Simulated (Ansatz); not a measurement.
# Pt: response to a stretch of c alone

One table from this session's results is given with a row withheld; the runs are named, their logs left out.

The COD entry's cell or inner coordinates are ideal or old and differ from later refinements, so a difference from it is no clean test against experiment.

Program: Ansatz 0.2.0. Level of theory: DFT r2SCAN, scalar-relativistic, plane waves, PAW. These are calculated values, not measurements.

2 further runs of the same task are left out: 2 set aside as unsound or not needed.

### The starting structure

It takes space group Fm-3m (No. 225, cubic). Conventional cell: a = 3.940 Å, b = 3.940 Å, c = 3.940 Å, α = 90.00°, β = 90.00°, γ = 90.00°. Pt (site symmetry m-3m) is surrounded by 12 Pt at 2.79 Å.

Coordinates:

```
Pt
1.0
     1.97011    1.97011    0.00000
    -1.97011    1.97011    0.00000
     0.00000    0.00000    3.94022
Pt
2
Direct
  0.00000 0.00000 0.00000
  0.50000 0.50000 0.50000
```

The unstrained cell comes from an earlier run at this level (2 atoms, E(σ→0) -25073.5724 eV, gap none (metal)).

The first run:

Contents of input.yaml:

```yaml
crystal:
  lattice:
    - [1.9701103813, 1.9701103813, 0.0]
    - [-1.9701103813, 1.9701103813, 0.0]
    - [0.0, 0.0, 3.900818555]
  atoms:
    - { symbol: Pt, position: [0.0, 0.0, 0.0] }
    - { symbol: Pt, position: [0.5, 0.5, 0.5] }
basis:
  ecutwfc: 500
kpoints:
  mp_grid: { grid: [18, 18, 14] }
hamiltonian:
  xc: r2scan
scf:
  occupations: { method: gaussian, width: 0.1 }
output:
  forces: true
  stress: true
  eigenvalues: true
```

Command:

```bash
$ ansatz run input.yaml --threads 1 --pin off --max-ram 2560MiB --backend cpu --events-out ev --progress --plain --runs-dir out
```

Among the steps run: Strain -1.0 %; The cell strained by +1.0 %; At -2.0 %; At +2.0 %; At -3.0 %; At +3.0 %.

One table of the session follows, with a row left open; its other results are not shown here.

Lengths are those of the vectors of the cell that was run; stresses in GPa:

| strain (%) | ΔE (meV/atom) | c (Å) |
| --- | --- | --- |
| -3.0 | 14.5 | 3.822 |
| -2.0 | 6.3 | 3.861 |
| -1.0 | 1.5 | 3.901 |
| +0.0 | 0.0 | 3.940 |
| +1.0 | ? | ? |
| +2.0 | 5.9 | 4.019 |
| +3.0 | 13.1 | 4.058 |

**Question.** Estimate the row for strain (%) = +1.0.

Worked estimate for «ΔE (meV/atom)». A straight line through the neighbours (0.0, 0.0) and (2.0, 5.9) gives 0.0 + (5.9 − 0.0) × (1.0 − 0.0) / (2.0 − 0.0) = 3.0; a parabola fitted to 4 rows on both sides gives 1.5.

As computed: ΔE (meV/atom): 1.5; c (Å): 3.980. In «ΔE (meV/atom)» the line misses by +1.5 and the parabola by 0.0.

ΔE is over the unstrained cell. Stress in GPa, positive in compression, on the Cartesian axes of the input. 
